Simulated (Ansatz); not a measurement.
Relaxing PbO2 in the fluorite type

First guess:

```
CELL_PARAMETERS angstrom
0.00000 2.55533 2.55533
2.55533 0.00000 2.55533
2.55533 2.55533 0.00000
ATOMIC_POSITIONS crystal
Pb 0.00000 0.00000 0.00000
O 0.25000 0.25000 0.25000
O 0.75000 0.75000 0.75000
```

Level of theory: DFT, PBE, PAW with Ansatz's default frozen-core files, scalar-relativistic in Ansatz 0.2.0.

Cell and atoms relax within the symmetry of the start on a 11×11×11 k mesh with 0.08 eV Fermi–Dirac smearing.

The start is built from a prototype, known or not as a phase of this compound; the cutoff is 420 eV.

Spin–orbit coupling is left out, though it moves levels of the heavy atoms by tenths of an eV or more.

Problem. What is the pressure of the first guess?

Solution. 34.4 GPa.

Problem. What does it relax to?

Solution. a = 5.408 Å, b = 5.408 Å, c = 5.408 Å, α = 90.00°, β = 90.00°, γ = 90.00° (conventional cell), 13.18 Å³ per atom:
```xyz
3
Lattice="0.0000 2.7039 2.7039 2.7039 0.0000 2.7039 2.7039 2.7039 0.0000" Properties=species:S:1:pos:R:3 pbc="T T T"
Pb    0.0000    0.0000    0.0000
O     1.3519    1.3519    1.3519
O     4.0558    4.0558    4.0558
```

Problem. How much energy does the relaxation release?

Solution. 187 meV/atom.
